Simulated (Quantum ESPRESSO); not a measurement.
**Pb under changes of volume**

One of the cells (32.418 Å³/atom); the others are scaled copies at fixed shape and fractional positions:

```
Pb
1.0
     3.03861   -1.75032    0.00000
     3.03861    1.75032    0.00000
    -2.11546    0.00000    6.09522
Pb
2
Cartesian
  3.9848 0.0000 4.4269
  -0.0230 0.0000 1.6683
```

This isn't the form of Pb at room conditions, which is fcc.

```yaml
Program: Quantum ESPRESSO 7.5
Functional: LDA
Potentials_or_basis: GBRV 1.5 LDA
Cutoff: 612 eV
Density_cutoff: 4898 eV
k_mesh: 9 × 9 × 5
Occupations: fermi-dirac, width 0.05 eV
Spin: no spin polarisation
```

| volume (Å³/atom) | energy over the lowest point (meV/atom) | pressure (GPa) | largest force (eV/Å) |
| --- | --- | --- | --- |
| 30.473 | 0.00 | -0.9 | 0.073 |
| 31.121 | 5.30 | -1.9 | 0.111 |
| 31.769 | 14.12 | -2.7 | 0.147 |
| 32.418 | 26.09 | -3.4 | 0.180 |
| 33.066 | 40.78 | -4.0 | 0.212 |
| 33.714 | ? | ? | ? |
| 34.363 | 77.18 | -5.1 | 0.266 |

Task: What does the run at 33.714 Å³/atom give?

Result: Energy over the lowest point 57.92 meV/atom; pressure -4.6 GPa; largest force 0.239 eV/Å.

Worked out: A Birch-Murnaghan fit of order 3 (a polynomial in V^(-2/3)) to the other rows has its minimum at 29.95 Å³/atom, just outside them, with B0 = V·E''(V) = 50 GPa and B' = 4.8 at fixed shape and positions, which overstates the stiffness. It gives 57.90 meV/atom at 33.714 Å³/atom, against the run's 57.92, and -dE/dV = -4.5 GPa, against -4.6.

Energies are extrapolated to zero smearing.
